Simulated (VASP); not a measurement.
## La: single point with PBE

La:

```
La
1.0
    -2.10448    2.17934    2.12452
     2.13820   -2.12912    2.10803
     2.08475    2.10940   -2.07430
La
1
Cartesian
  -0.0339 -0.0301 -0.0394
```

The cell isn't the ideal one: cell strained at random at fixed volume.

```
Program             : VASP 6.6.1
Task                : single point
Functional          : PBE
Potentials or basis : VASP PAW PBE potentials, release 64 (La)
Cutoff              : 520 eV
k mesh              : 9 × 9 × 9
Occupations         : fermi-dirac, width 0.05 eV
Spin                : no spin polarisation
```

```yaml
Pressure: -0.5 GPa
Band_gap_on_the_k_mesh: none (metal or under the smearing width)
```

Stress tensor (GPa, compression positive):
```
-0.75  0.08 -0.13
 0.08 -0.08 -0.17
-0.13 -0.17 -0.63
```

Levels at points of the mesh, in eV from the Fermi level:
```
           k point  band 3  band 4  band 5  band 6  band 7  band 8  band 9  band 10
(0.00, 0.00, 0.00)  -15.99  -15.95   -3.20    1.26    1.45    1.46    1.48     1.48
```

It took 2.1 min on 1 thread of AMD EPYC 9R45 (Zen 5), with other jobs on the host, peak memory 0.3 GiB.

Spin-orbit coupling is left out, which matters for the levels of La.
